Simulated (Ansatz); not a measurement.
InSe: equation of state with PBE

The system is InSe.

```xyz
4
Lattice="5.8264 -2.0546 0.0000 5.8264 2.0546 0.0000 -1.7232 0.0000 4.7713" Properties=species:S:1:pos:R:3 pbc="T T T"
In   10.2693    0.0000    0.2235
In   -0.3398    0.0000    4.5479
Se    6.5489    0.0000    3.1918
Se    3.3807    0.0000    1.5795
```

The cell comes from a database or a generator and needn't be the stable form of this composition.

| Quantity | Value |
| --- | --- |
| Program | Ansatz 0.2.0 |
| Task | equation of state |
| Functional | PBE |
| Potentials or basis | Ansatz PAW |
| Cutoff | 420 eV |
| Density cutoff | 1680 eV |
| k mesh | 7 × 7 × 6 |
| Occupations | fermi-dirac, width 0.05 eV |
| Spin | no spin polarisation |

| Item | Value |
| --- | --- |
| Equilibrium volume | 29.44 Å³/atom |
| Bulk modulus at fixed shape and positions | 46 GPa |
| Pressure derivative of the bulk modulus | 4.8 |

Energy against volume, from the lowest point:
```
volume (Å³/atom)  energy (meV/atom)
          26.846              38.88
          27.417              22.58
          27.988              11.01
          28.559               3.69
          29.131               0.15
          29.702               0.00
          30.273               2.87
```

All runs of the series together: 53 s on 2 threads of Arm Neoverse V2, with other jobs on the host.

Caveat: the cell was scaled at fixed shape and fractional positions, which overstates the stiffness of a crystal with free parameters, most of all of layers and chains.
